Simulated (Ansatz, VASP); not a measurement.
**Two plane-wave programs on S**

```
S
1.0
     0.00000    2.02665    2.02665
     2.02665    0.00000    2.02665
     2.02665    2.02665    0.00000
S
1
Cartesian
  0.0000 0.0000 0.0000
```

Change from the starting cell: volume scaled by 1.05, PAW files.

Alike in both runs: task electric field gradients; functional PBE; k mesh 16 × 16 × 16; occupations fermi-dirac, width 0.03 eV; no spin polarisation.

|  | VASP | Ansatz |
| --- | --- | --- |
| version | VASP 6.6.1 | Ansatz 0.2.0 |
| potentials or method | VASP PAW PBE potentials, release 64 (S) | PAW with Ansatz's default frozen-core files, scalar-relativistic |
| plane-wave cutoff (eV) | 520 | 420 |
| valence electrons in the cell | 6 | 6 |

```csv
,VASP,Ansatz,Ansatz less VASP
pressure (GPa),-3.7,-3.6,+0.13
Vzz of the field gradient on the site that differs most (V/Å²),0.0,0.0,0.00
```
